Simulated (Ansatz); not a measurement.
## Si (P6/mmm), ideal shear of a crystal plane

Computed with Ansatz 0.2.0, DFT r2SCAN, scalar-relativistic, plane waves, PAW. Settings: plane waves to 500 eV, k-mesh 22×23×7 (Γ-centred), Gaussian smearing 0.15 eV. No spin polarisation. Energies are free energies at this smearing, counted from the undisturbed cell; pressure is positive in compression.

The undisturbed cell (relaxed at this level; this form isn't the usual structure):

```yaml
crystal:
  lattice:
    - [1.31450, -2.27678, 0.00000]
    - [0.00000, 0.00000, -2.49380]
    - [7.88700, 4.55356, 0.00000]
  atoms:
    - { symbol: Si, position: [0.00000, 0.00000, 0.87500] }
    - { symbol: Si, position: [0.50000, 0.00000, 0.12500] }
    - { symbol: Si, position: [0.00000, 0.00000, 0.37500] }
    - { symbol: Si, position: [0.50000, 0.00000, 0.62500] }
```

The cut lies on the cell's a–b face, a (1 0 0) plane (indices in the standard cell, whose axes needn't be the Cartesian ones shown) of area 6.56 Å², between layers 2.28 Å apart. Vector c is tilted by f times 1·a + 0·b (length 2.629 Å) with the atoms' Cartesian places fixed: one unrelaxed fault a cell. The traction is dγ/du, the slope of γ against the slip u in Å. Some rows repeat others by symmetry and weren't run.

| f | γ (mJ/m²) | traction (GPa) |
| --- | --- | --- |
| 0.0000 | 0 | 0.0 |
| 0.1000 | 36 | 2.9 |
| 0.2000 | 147 | 5.2 |
| 0.3000 | 290 | 5.4 |
| 0.4000 | 412 | 3.5 |
| 0.5000 | 461 | 0.0 |
| 0.6000 | 412 | -3.5 |
| 0.7000 | 290 | -5.4 |
| 0.8000 | 147 | -5.2 |
| 0.9000 | 36 | -2.9 |

**Question.** Read off the first barrier and the stress needed to climb it, and compare with Frenkel's sinusoid.

**Answer.** The first sampled maximum lies at f = 0.500, a slip of 1.31 Å, with γ ≈ 461 mJ/m², which stands in for the unstable fault energy γ_us, and the steepest sampled slope before it is 5.4 GPa. A sinusoid γ = γ_us sin²(πu/λ) with its maximum there has λ = 2.63 Å and a largest slope πγ_us/λ = 5.5 GPa (1 mJ/m² per Å = 0.01 GPa).

**Question.** Is there a metastable fault on this line?

**Answer.** Apart from points where γ returns to about zero, no local minimum shows among the samples, so at this sampling the line offers no fault for a dislocation to split on; a fault can still lie off the line.

The cut is rigid; relaxing the faces lowers these energies and usually the stresses.

In a metal these slopes depend on the k mesh and the smearing.

Cost: 6 runs of about 3.9 core-minutes in all, on AMD EPYC 9R45 (Zen 5) (shared hosts).